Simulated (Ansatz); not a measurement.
# Ge: pressure against volume

The task here is to estimate one member of a computed series from the others.

Program: Ansatz 0.2.0. Level of theory: DFT PBE, scalar-relativistic. These are calculated values, not measurements.

### The system as given

Symmetry: P6_3/mmc, No. 194, hexagonal system. The conventional cell has a = 3.998 Å, b = 3.998 Å, c = 6.599 Å, α = 90.00°, β = 90.00°, γ = 120.00°. Ge (site symmetry 3m) is surrounded by 4 Ge at 2.45 to 2.47 Å.

Coordinates:

```
Ge
1.0
     3.99759    0.00000    0.00000
    -1.99879    3.46201    0.00000
     0.00000    0.00000    6.59938
Ge
4
Direct
  0.66667 0.33333 0.06290
  0.33333 0.66667 0.56290
  0.66667 0.33333 0.43710
  0.33333 0.66667 0.93710
```

Atoms are numbered in the order of the input: Ge1, Ge2, Ge3, Ge4.

The first run:

Contents of input.yaml:

```yaml
crystal:
  lattice:
    - [3.9435577898, 0.0, 0.0]
    - [-1.9717788949, 3.4152212273, 0.0]
    - [0.0, 0.0, 6.5101862333]
  atoms:
    - { symbol: Ge, position: [0.6666666667, 0.3333333333, 0.06290125] }
    - { symbol: Ge, position: [0.3333333333, 0.6666666667, 0.56290125] }
    - { symbol: Ge, position: [0.6666666667, 0.3333333333, 0.43709875] }
    - { symbol: Ge, position: [0.3333333333, 0.6666666667, 0.93709875] }
kpoints:
  mp_grid: { grid: [11, 11, 6] }
  band_path:
    path:
      - [0.0, 0.0, 0.0]
      - [0.5, 0.0, 0.0]
      - [0.3333333333, 0.3333333333, 0.0]
      - [0.0, 0.0, 0.0]
      - [0.0, 0.0, 0.5]
      - [0.5, 0.0, 0.5]
      - [0.3333333333, 0.3333333333, 0.5]
      - [0.0, 0.0, 0.5]
      - [0.5, 0.0, 0.5]
    npoints: 5
scf:
  occupations: { method: fermi_dirac, width: 0.05 }
hamiltonian:
  xc: pbe
  pseudopotentials: { kind: all_electron, lapw: { basis_error: 0.001 } }
output:
  forces: true
  stress: true
  eigenvalues: true
```

On the command line:

```bash
ansatz run input.yaml --threads 1 --pin off --max-ram 4096MiB --backend cpu --events-out ev --progress --plain --runs-dir out
```

Steps of the session up to this table: Volume × 0.96, LAPW; Volume × 0.96, PAW; Volume × 0.96, crystal datasets; Volume × 0.99, LAPW; Volume × 0.99, PAW; Volume × 0.99, crystal datasets; Volume × 1.02, LAPW; Volume × 1.02, PAW; Volume × 1.02, crystal datasets; Volume × 1.06, LAPW; Volume × 1.06, PAW; Volume × 1.06, crystal datasets.

One of the session's tables, all rows but one given; the rest of the session is left out.

```
          method  volume (Å³/atom)  pressure (GPa)  largest force (eV/Å)
            LAPW            21.920            6.15                 0.022
            LAPW            22.605            3.65                 0.010
            LAPW            23.290            1.54                 0.001
            LAPW            24.203           -0.81                 0.013
             PAW            21.920               ?                     ?
             PAW            22.605            3.65                 0.010
             PAW            23.290            1.54                 0.001
             PAW            24.203           -0.81                 0.013
crystal datasets            21.920            6.15                 0.022
crystal datasets            22.605            3.64                 0.010
crystal datasets            23.290            1.54                 0.001
crystal datasets            24.203           -0.81                 0.013
```

**Question.** Estimate the row for PAW, 21.920.

The run gave: pressure (GPa): 6.16; largest force (eV/Å): 0.022. In the column «pressure (GPa)» it is the highest.

Caveats from the session: Shape and positions are held, so a fully relaxed modulus can be lower. Warnings in the runs' records: crystal datasets made.
